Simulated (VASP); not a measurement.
# Line-ups at interfaces of InAs, part 2 of 3

Wanted: valence and conduction offsets of GaSb and InSb on InAs (110), and what a better gap does to them.

VASP 6.6.1, plane waves and PAW; the level of theory is named at each step.

So far. Step 3 (Bulk band edges, PBEsol): The run ends at a pressure of -0.02 GPa.

### 6. Relax the partner on the substrate's cell, PBEsol

One member in full, GaSb: held to the substrate's in-plane cell, its height is moved until the normal stress is near zero, five times at most.

This step took 4 runs, each at a new trial strain with the atoms of the one before; the last is shown.

Level: PBEsol; plane waves and PAW (Ga_d, Sb); cell typed or built by script.

System, named by how it was started: GaSb. The structure is orthorhombic, space group Imm2 (No. 44). The conventional cell has a = 4.316 Å, b = 4.337 Å, c = 6.071 Å, α = 90.00°, β = 90.00°, γ = 90.00°. Nearest to Ga lie 4 Sb at 2.64 Å. Nearest to Sb lie 4 Ga at 2.64 Å. Farther neighbours are not listed.

File INCAR:

```
SYSTEM = GaSb
PREC = Accurate
ENCUT = 420
EDIFF = 1E-07
NELM = 120
ISMEAR = 0
SIGMA = 0.02
LREAL = .FALSE.
ALGO = Normal
GGA = PS
NBANDS = 24
LORBIT = 11
LWAVE = .FALSE.
LCHARG = .FALSE.
KPAR = 8
IBRION = 1
NSW = 25
ISIF = 2
EDIFFG = -0.004
POTIM = 0.3
```

File POSCAR:

```
GaSb
1.0
    4.3159775000      0.0000000000      0.0000000000
    0.0000000000      6.0712186970      0.0000000000
    0.0000000000      0.0000000000      4.3367206770
Ga Sb
2 2
Direct
    0.0000000000      0.9996633877      0.0000000000
    0.5000000000      0.4996633877      0.5000000000
    0.5000000000      0.2503366123      0.0000000000
    0.0000000000      0.7503366123      0.5000000000
```

File KPOINTS:

```
Automatic mesh
0
Gamma
6 5 6
0 0 0
```

Potentials, in the order of the species: Ga_d and Sb (PBE family, release 64).

On the command line:

```sh
mpirun -np 8 vasp_std
```

The log of the run:

```text
[banner, memory and clock lines left out]
running    8 mpi-ranks, on    1 nodes
[...]
[... a notice as in an earlier step ...]

 [... a notice as in an earlier step ...]

 LDA part: xc-table for (Slater+PW92), standard interpolation
 POSCAR, INCAR and KPOINTS ok, starting setup
[...]
entering main loop
       N       E                     dE             d eps       ncg     rms          rms(c)
DAV:   1     0.206000151172E+03    0.20600E+03   -0.15225E+04  2320   0.167E+03
DAV:   2     0.364014555762E+01   -0.20236E+03   -0.19712E+03  2616   0.385E+02
DAV:   3    -0.160196578621E+02   -0.19660E+02   -0.19529E+02  2848   0.105E+02
DAV:   4    -0.164767556458E+02   -0.45710E+00   -0.45690E+00  2640   0.183E+01
[...]
DAV:  11    -0.162845436678E+02   -0.18842E-04   -0.42925E-05  3288   0.492E-02    0.383E-03
DAV:  12    -0.162845458276E+02   -0.21598E-05   -0.40619E-06  2808   0.118E-02    0.148E-03
DAV:  13    -0.162845458447E+02   -0.17083E-07   -0.24805E-07  2192   0.564E-03
   1 F= -.16284546E+02 E0= -.16284503E+02  d E =-.162845E+02
 BRION: g(F)=  0.306E-06 g(S)=  0.000E+00
 reached required accuracy - stopping structural energy minimisation
```

Elapsed: 7.2 s, on 8 MPI ranks of AMD EPYC 9R45, shared host; peak memory 1.8 GiB; 54 s of CPU time.

OUTCAR, selected parts (step 6):

```text
  Total        0.2398837      0.1581530     -0.0081150      0.0000000      0.0000000      0.0000000
  in kB        3.3821652      2.2298293     -0.1144155      0.0000000      0.0000000      0.0000000
  external PRESSURE =       1.8325263 kB  Pullay stress =       0.0000000 kB

 POSITION                                       TOTAL-FORCE (eV/Angst)
 -----------------------------------------------------------------------------------
      0.00000      6.06918      0.00000         0.000000     -0.001627      0.000000
      2.15799      3.03357      2.16836        -0.000000     -0.001627      0.000000
      2.15799      1.51985      0.00000         0.000000      0.001627     -0.000000
      0.00000      4.55546      2.16836         0.000000      0.001627     -0.000000
 -----------------------------------------------------------------------------------
    total drift:                                0.000000      0.001422     -0.000006

  FREE ENERGIE OF THE ION-ELECTRON SYSTEM (eV)
  ---------------------------------------------------
  free  energy   TOTEN  =       -16.2845458447 eV

  energy  without entropy=      -16.2844602661  energy(sigma->0) =      -16.28450306

[... 1 part as in an earlier step ...]

[... 3 further parts left out ...]
[key lines of the parts left out:]
E-fermi :   4.8453
```

Read from the output:

- energy(sigma→0) of the program: -16.2845 eV
- stress, compression positive: xx, yy, zz 0.34, 0.22, -0.01 GPa
- ionic steps: 1

### 7. Bulk band edges, PBEsol

A bulk run places the partner's levels against the mean potential at its cores.

Level: PBEsol; plane waves and PAW (Ga_d, Sb); cell typed or built by script.

File INCAR:

```
SYSTEM = GaSb
PREC = Accurate
ENCUT = 420
EDIFF = 1E-06
NELM = 100
ISMEAR = 0
SIGMA = 0.02
LREAL = .FALSE.
ALGO = Normal
GGA = PS
NBANDS = 23
LWAVE = .FALSE.
LCHARG = .FALSE.
KPAR = 8
```

POSCAR is that of step 6.

KPOINTS is that of step 6.

File KPOINTS_OPT:

```
Line mode
6
Line-mode
Reciprocal
  0.00000000   0.65000000   0.00000000
  0.00000000   1.00000000   0.00000000

  0.32500000   0.00000000   0.32500000
  0.50000000   0.00000000   0.50000000

  0.00000000   0.50000000   0.50000000
  0.50000000   0.50000000   0.00000000
```

On the command line:

```sh
mpirun -np 8 vasp_std
```

The log of the run:

```text
[... set-up lines as in an earlier step ...]
 entering main loop
       N       E                     dE             d eps       ncg     rms          rms(c)
DAV:   1     0.203609990820E+03    0.20361E+03   -0.15211E+04  2248   0.172E+03
DAV:   2     0.325195557256E+01   -0.20036E+03   -0.19624E+03  2474   0.386E+02
DAV:   3    -0.159951019855E+02   -0.19247E+02   -0.19083E+02  2607   0.107E+02
DAV:   4    -0.164756932904E+02   -0.48059E+00   -0.48015E+00  2618   0.189E+01
[...]
DAV:  11    -0.162845438613E+02   -0.18916E-04   -0.40562E-05  3315   0.462E-02    0.385E-03
DAV:  12    -0.162845458332E+02   -0.19719E-05   -0.35006E-06  2273   0.108E-02    0.180E-03
DAV:  13    -0.162845458425E+02   -0.92914E-08   -0.27067E-07  1720   0.672E-03
   1 F= -.16284546E+02 E0= -.16284503E+02  d E =-.855794E-04
 Start KPOINTS_OPT (optional k-point list driver)
k-point batch [1-18\18]
       N       E                     dE             ncg
DAV:   1     0.276453801669E+04   -0.10736E+05      828
DAV:   2    -0.821013864112E+03   -0.35856E+04      926
DAV:   3    -0.118339383309E+04   -0.36238E+03      947
DAV:   4    -0.119314666063E+04   -0.97528E+01      955
DAV:   5    -0.119345508533E+04   -0.30842E+00     1107
DAV:   6    -0.119347061025E+04   -0.15525E-01     1147
DAV:   7    -0.119347079807E+04   -0.18781E-03     1158
DAV:   8    -0.119347080064E+04   -0.25737E-05      761
DAV:   9    -0.119347080094E+04   -0.30243E-06      708
```

The job ended after 8.6 s (8 MPI ranks; peak memory 2.2 GiB).

OUTCAR, selected parts (step 7):

```text
  Total        0.2420082      0.1602878     -0.0059853      0.0000000      0.0000000      0.0000000
  in kB        3.4121187      2.2599279     -0.0843882      0.0000000      0.0000000      0.0000000
  external PRESSURE =       1.8625528 kB  Pullay stress =       0.0000000 kB

 POSITION                                       TOTAL-FORCE (eV/Angst)
 -----------------------------------------------------------------------------------
      0.00000      6.06918      0.00000        -0.000000     -0.001623      0.000000
      2.15799      3.03357      2.16836        -0.000000     -0.001623      0.000000
      2.15799      1.51985      0.00000         0.000000      0.001623      0.000000
      0.00000      4.55546      2.16836         0.000000      0.001623      0.000000
 -----------------------------------------------------------------------------------
    total drift:                                0.000000      0.001424     -0.000006

  FREE ENERGIE OF THE ION-ELECTRON SYSTEM (eV)
  ---------------------------------------------------
  free  energy   TOTEN  =       -16.2845458425 eV

  energy  without entropy=      -16.2844602631  energy(sigma->0) =      -16.28450305

[... 1 part as in an earlier step ...]

[... 2 further parts left out ...]
[key lines of the parts left out:]
E-fermi :   4.8453
```

Read from the output:

| Quantity | Value |
| --- | --- |
| energy(sigma→0) of the program | -16.2845 eV |
| stress, compression positive | xx, yy, zz 0.34, 0.23, -0.01 GPa |

The run ends at a pressure of 0.19 GPa, with forces up to 0.0016 eV/Å.

### 8. Bulk band edges, HSE06

At this level only the shift of the partner's edges against the mean potential of the cell is used.

Level: HSE06; plane waves and PAW (Ga_d, Sb); cell typed or built by script.

Edit INCAR of step 7 so:

```diff
@@ -9,6 +9,11 @@
 ALGO = Normal
-GGA = PS
+LHFCALC = .TRUE.
+AEXX = 0.25
+GGA = PE
+HFSCREEN = 0.2
+LASPH = .TRUE.
 NBANDS = 23
+PRECFOCK = Fast
 LWAVE = .FALSE.
 LCHARG = .FALSE.
-KPAR = 8
+KPAR = 2
```

POSCAR is that of step 7.

File KPOINTS:

```
Automatic mesh
0
Gamma
3 3 3
0 0 0
```

KPOINTS_OPT is that of step 7.

On the command line:

```sh
mpirun -np 8 vasp_std
```

The log of the run:

```text
[banner, memory and clock lines left out]
running    8 mpi-ranks, on    1 nodes
[...]
[... a notice as in an earlier step ...]

 LDA part: xc-table for (Slater+PW92), standard interpolation
 [... a notice as in an earlier step ...]

 found WAVECAR, reading the header
  number of bands has changed, file:    23 present:    24
  trying to continue reading WAVECAR, but it might fail
 POSCAR, INCAR and KPOINTS ok, starting setup
[...]
reading WAVECAR
 random initialization beyond band           23
 the WAVECAR file was read successfully
 initial charge from wavefunction
 entering main loop
       N       E                     dE             d eps       ncg     rms          rms(c)
DAV:   1    -0.175414878712E+02   -0.17541E+02   -0.51473E+00   448   0.222E+01    0.254E+01
DAV:   2    -0.175646378932E+02   -0.23150E-01   -0.32091E-01   456   0.573E+00    0.174E+01
DAV:   3    -0.175602627387E+02    0.43752E-02   -0.29833E-02   568   0.190E+00    0.110E+01
[...]
DAV:  14    -0.175582465993E+02   -0.70613E-06   -0.14437E-07   288   0.613E-03
   1 F= -.17558247E+02 E0= -.17558247E+02  d E =-.158622E-11
 Start KPOINTS_OPT (optional k-point list driver)
k-point batch [1-8\18]
       N       E                     dE             ncg
DAV:   1     0.507074569347E+02   -0.24797E+04      400
DAV:   2    -0.192583394698E+04   -0.19765E+04      424
DAV:   3    -0.213197771924E+04   -0.20614E+03      480
DAV:   4    -0.214213117800E+04   -0.10153E+02      416
DAV:   5    -0.214234983870E+04   -0.21866E+00      576
DAV:   6    -0.214235583983E+04   -0.60011E-02      528
DAV:   7    -0.214235596025E+04   -0.12042E-03      536
DAV:   8    -0.214235596293E+04   -0.26795E-05      352
DAV:   9    -0.214235596315E+04   -0.21927E-06      288
[...]
k-point batch [17-18\18]
       N       E                     dE             ncg
DAV:   1     0.545152496525E+04   -0.15549E+04       96
DAV:   2     0.494576800579E+04   -0.50576E+03      104
DAV:   3     0.489203302867E+04   -0.53735E+02      112
DAV:   4     0.488999399960E+04   -0.20390E+01      104
DAV:   5     0.488994330278E+04   -0.50697E-01      128
DAV:   6     0.488994119391E+04   -0.21089E-02      128
DAV:   7     0.488994115671E+04   -0.37192E-04      136
DAV:   8     0.488994115590E+04   -0.81819E-06       96
```

Wall time 84 s (8 MPI ranks); peak memory 1.9 GiB; 11 min of CPU time.

OUTCAR, selected parts (step 8):

```text
 POSITION                                       TOTAL-FORCE (eV/Angst)
 -----------------------------------------------------------------------------------
      0.00000      6.06918      0.00000        -0.000000      0.000662      0.000000
      2.15799      3.03357      2.16836         0.000000      0.000662      0.000000
      2.15799      1.51985      0.00000        -0.000000     -0.000662      0.000000
      0.00000      4.55546      2.16836        -0.000000     -0.000662      0.000000
 -----------------------------------------------------------------------------------
    total drift:                               -0.000008      0.001029      0.000005

  FREE ENERGIE OF THE ION-ELECTRON SYSTEM (eV)
  ---------------------------------------------------
  free  energy   TOTEN  =       -17.5582465993 eV

  energy  without entropy=      -17.5582465993  energy(sigma->0) =      -17.55824660

[... 1 part as in an earlier step ...]

[... 2 further parts left out ...]
[key lines of the parts left out:]
E-fermi :   4.6977
```

Read from the output:

| Item | Value |
| --- | --- |
| energy(sigma→0) of the program | -17.5582 eV |

### 9. Bulk band edges, HSE06 with spin-orbit coupling

At this level only the shift of the partner's edges against the mean potential of the cell is used.

Level: HSE06, spin-orbit coupling; plane waves and PAW (Ga_d, Sb); cell typed or built by script.

Edit INCAR of step 8 so:

```diff
@@ -14,3 +14,7 @@
 LASPH = .TRUE.
-NBANDS = 23
+LNONCOLLINEAR = .TRUE.
+MAGMOM = 0 0 0 0 0 0 0 0 0 0 0 0
+NBANDS = 46
+GGA_COMPAT = .FALSE.
+LSORBIT = .TRUE.
 PRECFOCK = Fast
```

POSCAR is that of step 8.

KPOINTS is that of step 8.

KPOINTS_OPT is that of step 8.

On the command line:

```sh
mpirun -np 8 vasp_ncl
```

The log of the run:

```text
[banner, memory and clock lines left out]
running    8 mpi-ranks, on    1 nodes
[...]
[... a notice as in an earlier step ...]

 LDA part: xc-table for (Slater+PW92), standard interpolation
 [... a notice as in an earlier step ...]

 found WAVECAR, reading the header
  number of bands has changed, file:    46 present:    48
  trying to continue reading WAVECAR, but it might fail
 POSCAR, INCAR and KPOINTS ok, starting setup
[...]
reading WAVECAR
 random initialization beyond band           46
 the WAVECAR file was read successfully
 initial charge from wavefunction
 entering main loop
       N       E                     dE             d eps       ncg     rms          rms(c)
DAV:   1    -0.176511853539E+02   -0.17651E+02   -0.53069E+00  1504   0.221E+01    0.261E+01
DAV:   2    -0.176861699774E+02   -0.34985E-01   -0.34285E-01  1400   0.585E+00    0.173E+01
DAV:   3    -0.176825015807E+02    0.36684E-02   -0.33567E-02  1680   0.194E+00    0.109E+01
[...]
1 F= -.17680765E+02 E0= -.17680765E+02  d E =-.162942E-19  mag=     0.0000    -0.0000     0.0000
 Start KPOINTS_OPT (optional k-point list driver)
k-point batch [1-12\18]
       N       E                     dE             ncg
DAV:   1     0.874330084423E+03   -0.51938E+04     1296
DAV:   2    -0.270706824875E+04   -0.35814E+04     1248
DAV:   3    -0.322987358270E+04   -0.52281E+03     1296
DAV:   4    -0.326562600222E+04   -0.35752E+02     1360
DAV:   5    -0.326687760354E+04   -0.12516E+01     1536
DAV:   6    -0.326692213466E+04   -0.44531E-01     1704
DAV:   7    -0.326692314324E+04   -0.10086E-02     1648
DAV:   8    -0.326692316654E+04   -0.23301E-04     1608
DAV:   9    -0.326692316716E+04   -0.62322E-06      848
k-point batch [13-18\18]
       N       E                     dE             ncg
DAV:   1     0.605428442804E+04   -0.42570E+04      616
DAV:   2     0.432360497079E+04   -0.17307E+04      624
DAV:   3     0.406149889251E+04   -0.26211E+03      648
DAV:   4     0.404344109982E+04   -0.18058E+02      704
DAV:   5     0.404285068044E+04   -0.59042E+00      792
DAV:   6     0.404283471010E+04   -0.15970E-01      840
DAV:   7     0.404283437801E+04   -0.33209E-03      808
DAV:   8     0.404283436996E+04   -0.80482E-05      808
DAV:   9     0.404283436972E+04   -0.24735E-06      416
```

Elapsed: 9 min, on 8 MPI ranks; peak memory 2.9 GiB; 72 min of CPU time.

From OUTCAR (step 9):

```text
 POSITION                                       TOTAL-FORCE (eV/Angst)
 -----------------------------------------------------------------------------------
      0.00000      6.06918      0.00000         0.000000      0.000602     -0.000000
      2.15799      3.03357      2.16836         0.000000      0.000602      0.000000
      2.15799      1.51985      0.00000         0.000000     -0.000602     -0.000000
      0.00000      4.55546      2.16836         0.000000     -0.000602     -0.000000
 -----------------------------------------------------------------------------------
    total drift:                               -0.000000      0.000990     -0.000001

  FREE ENERGIE OF THE ION-ELECTRON SYSTEM (eV)
  ---------------------------------------------------
  free  energy   TOTEN  =       -17.6807648865 eV

  energy  without entropy=      -17.6807648865  energy(sigma->0) =      -17.68076489

[... 1 part as in an earlier step ...]

[... 2 further parts left out ...]
[key lines of the parts left out:]
E-fermi :   4.9298
```

Numbers from this step:

| Property | Result |
| --- | --- |
| energy(sigma→0) of the program | -17.6808 eV |

(Part 2 of 3 ends here.)

[Lines on the potential files, build, host, timing and source positions are cut from VASP's logs without a mark.]

[Logs are printed without paths, hosts, clocks, repeated set-up lines and the standing remarks that a program may print on its own settings, such as how far it seeks lower states.]

[Hosts, paths, dates, database ids (printed as entryN), source tags and the programs' standing remarks are cut or masked in the printed files.]

[In band tables of VASP the shares of atoms and orbitals are scaled to a sum of 1 inside the atoms' spheres.]
